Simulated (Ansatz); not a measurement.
# Sn: frozen-core PAW against all-electron methods

```
CELL_PARAMETERS angstrom
-2.05589 2.05589 1.68261
2.05589 -2.05589 1.68261
2.05589 2.05589 -1.68261
ATOMIC_POSITIONS crystal
Sn 0.00000 0.00000 0.00000
```

The conventional cell has a = 4.112 Å, b = 4.112 Å, c = 3.365 Å, α = 90.00°, β = 90.00°, γ = 90.00°. Sn (atom 1) has 10 Sn at 3.36 to 3.37 Å as nearest neighbours.

The cell is the one relaxed in the Materials Project (mp-55), not relaxed further here; entries there can be hypothetical. The listed cell was then made from it by scaling, straining or moving an atom.

No spin–orbit coupling, which matters for the heavy atoms here.

Levels of theory: DFT, PBEsol, PAW with Ansatz's default frozen-core files, scalar-relativistic (Ansatz 0.2.0); DFT, PBEsol, all-electron LAPW, scalar-relativistic (Ansatz 0.2.0).

For PAW: a Γ-centred 16×16×16 k mesh, Fermi–Dirac smearing of 0.05 eV, cutoff 420 eV, no spin polarisation; the PAW files were made with PBE, and the program remakes their frozen cores for this functional. LAPW targets a basis error of 1 meV/atom. The Ansatz runs share mesh, smearing and spin set-up. Plane-wave (PAW) pressures include the program's estimate of the Pulay term.

Stress and pressure are positive in compression.

The cell's volume is scaled by 1.04.

```csv
quantity,PAW,LAPW
pressure (GPa),-3.48,-3.48
stress xx (GPa),-3.60,-3.60
stress zz (GPa),-3.24,-3.24
```

PAW's pressure differs from the LAPW value by about 0.01 GPa or less.
